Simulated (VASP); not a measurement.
# Nb5N4 in VASP: further runs

Runs on Nb5N4. Level: LDA. Tasks: single point.

Everything below comes from runs of VASP 6.6.1. Logs are shortened: lines on timing, memory, paths and dates and some standing lists are left out, and cuts for length are marked.

## 1. Starting point

The cell holds a slab with vacuum, 9 atoms: a = 2.940 Å, b = 2.940 Å, c = 23.160 Å, α = 90.00°, β = 90.00°, γ = 120.00°.

## 2. Single point, LDA

Input file INCAR:

```
ALGO = Normal
DIPOL = 0.5 0.5 0.500
EDIFF = 1E-7
ENCUT = 350
GGA = CA
IDIPOL = 3
ISIF = 2
ISMEAR = 1
LASPH = True
LCHARG = False
LDIPOL = True
LREAL = False
LVACPOTAV = True
LVHAR = True
LWAVE = False
NBANDS = 60
NELM = 120
PREC = Accurate
SIGMA = 0.1
```

Input file KPOINTS:

```
k-points
0
Gamma
  10 10 1
```

Input file POSCAR:

```
Nb5N4
1.0
    2.9399979705      0.0000000000      0.0000000000
   -1.4699989852      2.5461129295      0.0000000000
    0.0000000000      0.0000000000     23.1600000000
Nb N
5 4
Direct
    0.0000000000      0.0000000000      0.2590673575
    0.0000000000      0.0000000000      0.3795336788
    0.0000000000      0.0000000000      0.5000000000
    0.0000000000      0.0000000000      0.6204663212
    0.0000000000      0.0000000000      0.7409326425
    0.6666666667      0.3333333334      0.3193005181
    0.6666666667      0.3333333334      0.4397668394
    0.6666666667      0.3333333334      0.5602331606
    0.6666666667      0.3333333334      0.6806994819
```

Potentials or basis: VASP PAW LDA potentials, release 64 (Nb_sv, N).

Launch:

```bash
$ cat potpaw_LDA.64/Nb_sv/POTCAR potpaw_LDA.64/N/POTCAR > POTCAR
$ mpirun -np 1 vasp_std > vasp.out
```

OUTCAR:

```text
EDIFF = 1E-7
   ENCUT = 350
   GGA = CA
   ISIF = 2
   ISMEAR = 1
   LASPH = True
   LREAL = False
   NELM = 120
   PREC = Accurate

 Found     14 irreducible k-points:

 Following reciprocal coordinates:
            Coordinates               Weight
  0.000000  0.000000  0.000000      1.000000
  0.100000 -0.000000  0.000000      6.000000
  0.200000 -0.000000  0.000000      6.000000
  0.300000  0.000000  0.000000      6.000000
  0.400000  0.000000  0.000000      6.000000
  0.500000  0.000000  0.000000      3.000000
   k-points           NKPTS =     14   k-points in BZ     NKDIM =     14   number of bands    NBANDS=     60
   number of dos      NEDOS =    301   number of ions     NIONS =      9
   total plane-waves  NPLWV =  46656
   dimension x,y,z NGX =    18 NGY =   18 NGZ =  144
   dimension x,y,z NGXF=    36 NGYF=   36 NGZF=  288
   ions per type =               5   4
   NGX,Y,Z   is equivalent  to a cutoff of  10.18, 10.18, 10.34 a.u.
   NGXF,Y,Z  is equivalent  to a cutoff of  20.36, 20.36, 20.67 a.u.
 SYSTEM =  unknown system
   PREC   = accura    normal or accurate (medium, high low for compatibility)
   ISTART =      0    job   : 0-new  1-cont  2-samecut
   ICHARG =      2    charge: 1-file 2-atom 10-const
   ISPIN  =      1    spin polarized calculation?
   LNONCOLLINEAR =      F non collinear calculations
   LSORBIT =      F    spin-orbit coupling
   LASPH  =      T    aspherical Exc in radial PAW
   ENCUT  =  350.0 eV  25.72 Ry    5.07 a.u.   4.48  4.48 35.33*2*pi/ulx,y,z
   NELM   =    120;   NELMIN=  2; NELMDL= -5     # of ELM steps
   EDIFF  = 0.1E-06   stopping-criterion for ELM
   LREAL  =      F    real-space projection
   EDIFFG = 0.1E-05   stopping-criterion for IOM
   NSW    =      0    number of steps for IOM
   IBRION =     -1    ionic relax: 0-MD 1-quasi-New 2-CG
   NFREE  =      0    steps in history (QN), initial steepest desc. (CG)
   ISIF   =      2    stress and relaxation
   ISYM   =      2    0-nonsym 1-usesym 2-fastsym
   POTIM  = 0.5000    time-step for ionic-motion
   TEBEG  =    0.0;   TEEND  =   0.0 temperature during run
   PSTRESS=    0.0 pullay stress
   NELECT =      85.0000    total number of electrons
   NUPDOWN=      -1.0000    fix difference up-down
   EMIN   =  10.00;   EMAX   =-10.00  energy-range for DOS
   EFERMI =   0.00;   METHOD = LEGACY
   ISMEAR =     1;   SIGMA  =   0.10  broadening in eV -4-tet -1-fermi 0-gaus
   EFERMI_NEDOS =   21; number of points for ismear=-14 and -15
   IALGO  =     38    algorithm
   IMIX   =      4    mixing-type and parameters
     AMIX     =   0.40;   BMIX     =  1.00
     AMIX_MAG =   1.60;   BMIX_MAG =  1.00
  volume/ion in A,a.u.               =      19.26       129.99
  Fermi-wavevector in a.u.,A,eV,Ry     =   1.290902  2.439452 22.673141  1.666429
  Thomas-Fermi vector in A             =   2.422705
   LORBIT       =      0    0 simple, 1 ext, 2 COOP (PROOUT), +10 PAW based schemes
   GGA     = CA    functional components
   LHFCALC =     F    Hartree Fock is set to
   AEXX    =    0.0000 exact exchange contribution
   IVDW    =     0    specifies the selected vdW correction
   LEPSILON=     F    determine dielectric tensor
   LRPA    =     F    only Hartree local field effects (RPA)
 non-spin polarized calculation
 Methfessel and Paxton  Order N= 1 SIGMA  =   0.10
  energy-cutoff  :      350.00
  volume of cell :      173.37
 maximum number of plane-waves:      2623
 NGX is ok and might be reduce to    18
   NGX =  9   NGY =  9   NGZ = 71

 number of electron      85.0000005 magnetization

 dipolmoment           0.000000      0.000000     -0.000000 electrons x Angstroem

 Free energy of the ion-electron system (eV)
  ---------------------------------------------------
  ext. energy  EPLUGINS =         0.00000000
  ---------------------------------------------------
  free energy    TOTEN  =      -100.63195175 eV

  energy without entropy =     -100.62988440  energy(sigma->0) =     -100.63126263

 E-fermi :   5.5099     XC(G=0):  -8.8679

 val. band max:        5.3080262829   @ k =   0.5000   0.0000   0.0000
 cond. band min:       5.5269486603   @ k =   0.0000   0.0000   0.0000
 fundamental gap:      0.2189223773
 Fermi energy:         5.5098700222

 k-point     1 :       0.0000    0.0000    0.0000
  band No.  band energies     occupation
      1     -49.7105      2.00000
      2     -49.6753      2.00000
      3     -49.5824      2.00000
      4     -49.2555      2.00000
      5     -49.2554      2.00000
      6     -26.8140      2.00000
[... 46 lines left out ...]
     53       7.7502      0.00000
     54       8.6416      0.00000

 k-point     2 :       0.1000   -0.0000    0.0000
  band No.  band energies     occupation
      1     -49.6941      2.00000
      2     -49.6592      2.00000
      3     -49.5667      2.00000
      4     -49.2404      2.00000
      5     -49.2403      2.00000
      6     -26.7808      2.00000
[... 46 lines left out ...]
     53       8.2978      0.00000
     54       8.5471      0.00000

 k-point     3 :       0.2000   -0.0000    0.0000
  band No.  band energies     occupation
      1     -49.6509      2.00000
      2     -49.6169      2.00000
      3     -49.5254      2.00000
      4     -49.2007      2.00000
      5     -49.2006      2.00000
      6     -26.6930      2.00000
[... 46 lines left out ...]
     53       8.5224      0.00000
     54       8.6541      0.00000

 k-point     4 :       0.3000    0.0000    0.0000
  band No.  band energies     occupation
      1     -49.5969      2.00000
      2     -49.5640      2.00000
      3     -49.4738      2.00000
      4     -49.1512      2.00000
      5     -49.1511      2.00000
      6     -26.5818      2.00000
[... 46 lines left out ...]
     53       8.2919      0.00000
     54       9.1395      0.00000

 k-point     5 :       0.4000    0.0000    0.0000
  band No.  band energies     occupation
      1     -49.5528      2.00000
      2     -49.5208      2.00000
      3     -49.4316      2.00000
      4     -49.1107      2.00000
      5     -49.1106      2.00000
      6     -26.5339      2.00000
[... 46 lines left out ...]
     53       9.3984      0.00000
     54       9.6083      0.00000

 k-point     6 :       0.5000    0.0000    0.0000
  band No.  band energies     occupation
      1     -49.5359      2.00000
      2     -49.5042      2.00000
      3     -49.4154      2.00000
      4     -49.0951      2.00000
      5     -49.0950      2.00000
      6     -26.6454      2.00000
[... 46 lines left out ...]
     53       9.8903      0.00000
     54      10.0302      0.00000

 [... further k-points ...]

 [bands above 54 left out]

------------------------ aborting loop because EDIFF is reached ----------------------------------------

  FORCE on cell =-STRESS in cart. coord.  units (eV):
  Direction    XX          YY          ZZ          XY          YZ          ZX
  --------------------------------------------------------------------------------------
  -------------------------------------------------------------------------------------
  Total      -10.9605305    -10.9605305      0.6047385     -0.0000000      0.0000000      0.0000000
  in kB     -101.2928780   -101.2928780      5.5887533     -0.0000000      0.0000000      0.0000000
  external PRESSURE =     -65.6656676 kB  Pullay stress =       0.0000000 kB

 VOLUME and BASIS-vectors are now :
 -----------------------------------------------------------------------------
  energy-cutoff  :      350.00
  volume of cell :      173.37
      direct lattice vectors                 reciprocal lattice vectors
     2.939997970  0.000000000  0.000000000     0.340136289  0.196377778  0.000000000
    -1.469998985  2.546112930  0.000000000     0.000000000  0.392755556  0.000000000
     0.000000000  0.000000000 23.160000000     0.000000000  0.000000000  0.043177893

 POSITION                                       TOTAL-FORCE (eV/Angst)
 -----------------------------------------------------------------------------------
      0.00000      0.00000      6.00000         0.000000      0.000000     -0.419699
      0.00000      0.00000      8.79000         0.000000      0.000000     -0.476057
      0.00000      0.00000     11.58000        -0.000000      0.000000      0.000000
      0.00000      0.00000     14.37000        -0.000000      0.000000      0.476057
      0.00000      0.00000     17.16000         0.000000     -0.000000      0.419699
      1.47000      0.84870      7.39500         0.000000     -0.000000      0.117683
      1.47000      0.84870     10.18500        -0.000000      0.000000      0.028837
      1.47000      0.84870     12.97500        -0.000000      0.000000     -0.028837
      1.47000      0.84870     15.76500         0.000000     -0.000000     -0.117683
 -----------------------------------------------------------------------------------
    total drift:                                0.000000     -0.000000      0.000000

  FREE ENERGIE OF THE ION-ELECTRON SYSTEM (eV)
  ---------------------------------------------------
  free  energy   TOTEN  =      -100.6319517502 eV

  energy  without entropy=     -100.6298844013  energy(sigma->0) =     -100.63126263

 vacuum level on the upper side and lower side of the slab        10.576        10.576
```

Run time: 90 s. Hardware: 1 thread of AMD EPYC 9R45 (Zen 5), shared host; peak memory 0.17 GiB.

The run converged, but a check on its numbers failed (symmetry, net force, bounds or a known fault of this set-up), so they aren't taken as properties of the slab.

Caveat: the cutoff lies under the usual one of these potentials, so the numbers hold a large basis-set error.

## 3. Single point, LDA

This run uses another cell than the first one, of 24.25 Å³/atom, 1.259 times its volume.

Changes to INCAR since step 2:

```diff
@@ -3,3 +3,3 @@
 EDIFF = 1E-7
-ENCUT = 350
+ENCUT = 400
 GGA = CA
```

Input file KPOINTS:

```
k-points
0
Gamma
  8 8 1
```

Input file POSCAR:

```
Nb5N4
1.0
    2.9399979705      0.0000000000      0.0000000000
   -1.4699989852      2.5461129295      0.0000000000
    0.0000000000      0.0000000000     29.1600000000
Nb N
5 4
Direct
    0.0000000000      0.0000000000      0.3086419753
    0.0000000000      0.0000000000      0.4043209877
    0.0000000000      0.0000000000      0.5000000000
    0.0000000000      0.0000000000      0.5956790123
    0.0000000000      0.0000000000      0.6913580247
    0.6666666667      0.3333333334      0.3564814815
    0.6666666667      0.3333333334      0.4521604938
    0.6666666667      0.3333333334      0.5478395062
    0.6666666667      0.3333333334      0.6435185185
```

Potentials or basis: VASP PAW LDA potentials, release 64 (Nb_sv, N).

Launch:

```bash
$ cat potpaw_LDA.64/Nb_sv/POTCAR potpaw_LDA.64/N/POTCAR > POTCAR
$ mpirun -np 1 vasp_std > vasp.out
```

Wall time 1.9 min (1 thread of AMD EPYC 9R45 (Zen 5), shared host); peak memory 0.21 GiB.

The run converged, but some of its settings lie outside the range that counts as converged, so its numbers aren't taken as properties of the slab.

Results:

```yaml
Free_energy: -100.6757 eV
Largest_force: 0.457 eV/Å
Band_gap_on_the_k_mesh: none (metal or under the smearing width)
Work_function_of_the_upper_face: 4.99 eV
Work_function_of_the_lower_face: 4.99 eV
```

Caveat: the cutoff is under 1.25 times the usual one of these potentials, so pressure, stress and relaxed cells hold a basis-set (Pulay) error.

(Continued in part 2 of 2.)
